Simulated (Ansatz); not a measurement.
Relaxing Rb

Level of theory: Ansatz, DFT PBE, scalar-relativistic, plane waves, PAW.

Rb was placed on the simple hexagonal structure type (P6/mmm, No. 191), at a guessed volume.

Input of the last, converged step (default PAW datasets):

```yaml
crystal:
  lattice:
    - [4.8399320055, 0.0, 0.0]
    - [-2.4199660027, 4.1915040693, 0.0]
    - [0.0, 0.0, 4.5223114676]
  atoms:
    - { symbol: Rb, position: [0.0, 0.0, 0.0] }
basis:
  ecutwfc: 420
kpoints:
  mp_grid: { grid: [15, 15, 12] }
hamiltonian:
  xc: pbe
scf:
  occupations: { method: gaussian, width: 0.1 }
output:
  forces: true
  stress: true
  eigenvalues: true
relax:
  adjacent_minimum: "off"
  f_tol: 0.01
  max_steps: 80
  cell: { stress_tol: 0.05 }
```

It can be run as:

```bash
ansatz run input.yaml --threads 1 --pin off --backend cpu --events-out ev --progress --plain --runs-dir out  # memory cap (--max-ram) not shown
```

End of the output:

```
SCF converged after 4 iterations
Free energy (F): -3267.299544 eV
Harris-Foulkes:  -3267.299544 eV  (|F-HF|=3.64e-12)
Internal energy: -3267.295669 eV  (E = F + TS)
E sigma→0 (E₀):  -3267.297606 eV
Entropy (-TS):   -0.003875 eV (-3.875 meV/atom)
Fermi energy:    1.798159 eV
--- Per-component energies (eV) ---
  E_band       = -121.124711
  E_kinetic    = 190.655820
  E_local      = -723.836351  (includes V_loc(G=0)·N_el)
  E_nonlocal   = 173.606412
  E_hartree    = 205.252721
  E_xc         = -129.196703
  E_vxc        = -135.081320  (∫ρ·V_xc dr)
  E_paw        = -2618.022705  (= ΣΔE_a)
  E_vpaw       = -36.974708  (= ΣTr[D̂ρ^β])
  E_aug_tail   = -0.000001  (compensation charges beyond the density's cutoff)
  E_ewald      = -365.754861
  E_smearing   = -0.003875  (= −TS)
  E_closure    = 0.000000  (closes the sum)
  Σ components = -3267.299544   (vs F -3267.299544, Δ=0.00e0)
--- Forces (eV/Å), atoms counted from 1 ---
  atom   1  Rb     0.00000000     0.00000000     0.00000000
  max |Σ_I F_I| component: 0.00e0 eV/Å
--- Stress (GPa, compression-positive) ---
        0.003287       0.000000       0.000000
        0.000000       0.003287       0.000000
        0.000000       0.000000       0.008344
  P = ⅓ Tr σ = 0.0050 GPa (0.050 kbar)
--- Relaxed structure (3 steps of the walk, 3 accepted, 1 SCFs on fresh bases) ---
  F+E_penalty+E_count = -3267.29954386 eV   max|allowed force component| = 0.000e0 eV/Å   (the final SCF, on the basis selected at the relaxed cell)
  cell:  # Å, volume = 94.8661 Å³
    - [4.873333, 0.000000, 0.000000]
    - [-2.436666, 4.220430, 0.000000]
    - [0.000000, 0.000000, 4.612415]
  atoms:
    - { symbol: Rb, position: [0.0, 0.0, 0.0] }
```

Absolute energies hang on the potentials; compare differences alone.

The result has space group P6/mmm (No. 191). Rb has 8 Rb at 4.61–4.87 Å.

It lies 0.05 eV/atom above the element's standard state at the same level.

For metals, differences of a few meV/atom aren't resolved.

A structure relaxed within its symmetry needn't be a true minimum.